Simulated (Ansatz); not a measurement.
# SnS2: the cost of one run

Computed with Ansatz 0.2.0 (DFT PBE+D3(BJ), scalar-relativistic, plane waves, PAW, unless a step's input says otherwise).

3 further runs of the same task are left out: 1 that didn't finish, 2 set aside as unsound or not needed.

**1. The structure to begin with**

Symmetry: P-3m1, No. 164, trigonal system. Conventional cell: a = 3.669 Å, b = 3.669 Å, c = 5.810 Å, α = 90.00°, β = 90.00°, γ = 120.00°. Sn (site symmetry -3m) is surrounded by 6 S at 2.58 Å. S (site symmetry 3m) has 3 Sn at 2.58 Å as nearest neighbours.

As a file:

```
CELL_PARAMETERS angstrom
3.66863 0.00000 0.00000
-1.83431 3.17712 0.00000
0.00000 0.00000 5.80963
ATOMIC_POSITIONS crystal
Sn 0.00000 0.00000 0.00000
S 0.33333 0.66667 0.25447
S 0.66667 0.33333 0.74553
```

It is the result of an earlier relaxation at this level (volume 22.57 Å³/atom; gap on the mesh: 1.24 eV).

**2. Static run: bands, density of states and charges**

input.yaml reads:

```yaml
crystal:
  lattice:
    - [3.6686266296, 0.0, 0.0]
    - [-1.8343133148, 3.1771238582, 0.0]
    - [0.0, 0.0, 5.8096313547]
  atoms:
    - { symbol: Sn, position: [0.0, 0.0, 0.0] }
    - { symbol: S, position: [0.3333333333, 0.6666666667, 0.254469404] }
    - { symbol: S, position: [0.6666666667, 0.3333333333, 0.745530596] }
basis:
  ecutwfc: 420
kpoints:
  mp_grid: { grid: [9, 9, 6] }
  band_path:
    path:
      - [[0.0, 0.0, 0.0], [0.5, 0.0, 0.0], [0.33333333, 0.33333333, 0.0], [0.0, 0.0, 0.0], [0.0, 0.0, 0.5], [0.5, 0.0, 0.5], [0.33333333, 0.33333333, 0.5], [0.0, 0.0, 0.5]]
      - [[0.5, 0.0, 0.5], [0.5, 0.0, 0.0]]
      - [[0.33333333, 0.33333333, 0.5], [0.33333333, 0.33333333, 0.0]]
    npoints: 14
hamiltonian:
  xc: pbe
  dispersion: d3bj
scf:
  occupations: { method: gaussian, width: 0.02 }
  n_extra_bands: 7
output:
  forces: true
  stress: true
  eigenvalues: true
  populations: true
  dos: { projected: true, de: 0.02, nscf_kmesh: { grid: [14, 14, 9] } }
  bader: true
  write_density: true
  write_potential: true
  elf: true
  volumetric_format: npy
```

Run with:

```bash
$ ansatz run input.yaml --threads 1 --pin off --max-ram 2560MiB --backend cpu --events-out ev --progress --plain --runs-dir out
```

Q: Estimate wall time and peak memory on 1 thread of Arm Neoverse V2, shared host.

About 30 s, with a peak of 0.39 GiB.
